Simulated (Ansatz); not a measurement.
A trial cell of Si, before relaxation:

Space group Fddd:1 (No. 70). a = 4.344 Å, b = 5.853 Å, c = 7.290 Å, α = 90.00°, β = 90.00°, γ = 90.00°
```csv
atom,site,symmetry,x,y,z
Si,8a,222,0.0000,0.0000,0.0000
```

Level of theory: DFT PBE, scalar-relativistic, plane waves, PAW (Ansatz). Cutoff 420 eV, Gaussian smearing, Γ-centred meshes. Cell and atoms relax first on a coarse mesh and then on a converged one. In between, the cell is made exact in the group found at 0.06 Å. The steps can't lower the symmetry of their start. No spin polarisation.

A guess keeps its type if space group and coordination stay and the shape of the cell changes little (axis ratios within about 15 %, angles within 6°); the volume may change.

Question: Does this structure survive the relaxation?

Answer: It doesn't keep its type. The symmetry goes from Fddd (No. 70) to Fd-3m (No. 227). The end has the diamond type. The volume per atom shrinks by 11.7 %, from 23.2 to 20.5 Å³. The shortest distance goes from 2.58 Å (Si–Si) to 2.37 Å (Si–Si). Counting neighbours within 15 % of an atom's shortest distance, the start has Si 4 and the end Si 4. In detail, at the end Si has 4 Si at 2.37 Å.

```cif
data_structure
_symmetry_space_group_name_H-M 'Fd-3m:1'
_symmetry_Int_Tables_number 227
_cell_length_a 5.4706
_cell_length_b 5.4706
_cell_length_c 5.4706
_cell_angle_alpha 90.000
_cell_angle_beta 90.000
_cell_angle_gamma 90.000
_cell_volume 163.72
loop_
_atom_site_label
_atom_site_type_symbol
_atom_site_symmetry_multiplicity
_atom_site_Wyckoff_symbol
_atom_site_fract_x
_atom_site_fract_y
_atom_site_fract_z
_atom_site_occupancy
Si1 Si 8 a 0.50000 0.00000 0.50000 1
```

Energies count from the standard state of Si at the same level.

Question: At what energy does it end?

Answer: +0.001 eV/atom. It is level with the standard state within the noise.

The last run used an 8×8×8 mesh for its 2-atom cell and Gaussian smearing of 0.02 eV. A later test with randomly moved atoms ended 1 meV/atom lower on a coarse mesh, in I4_1/amd at a loose tolerance, which is no clear verdict on its stability.
